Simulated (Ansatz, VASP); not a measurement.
One calculation of Pd, two programs

```
Pd
1.0
     2.82855    0.00000    0.00000
    -1.41428    2.44960    0.00000
     0.00000    0.00000    4.71704
Pd
2
Direct
  0.33333 0.66667 0.25000
  0.66667 0.33333 0.75000
```

Change from the starting cell: volume scaled by 1.06.

Alike in both runs: task single point; functional PBE; k mesh 15 × 15 × 8; occupations fermi-dirac, width 0.08 eV; no spin polarisation.

|  | VASP | Ansatz |
| --- | --- | --- |
| version | VASP 6.6.1 | Ansatz 0.2.0 |
| potentials or method | VASP PAW PBE potentials, release 64 (Pd), cutoff 520 eV | all-electron LAPW, scalar-relativistic |

Ansatz gave:

* pressure (GPa): -8.3
* largest component of the traceless stress (GPa): 0.09

Q: Which values does VASP return?

A: Pressure (GPa): -8.4; largest component of the traceless stress (GPa): 0.03.

Ansatz ran all-electron here, so the differences hold the error of VASP's frozen core and of both bases.
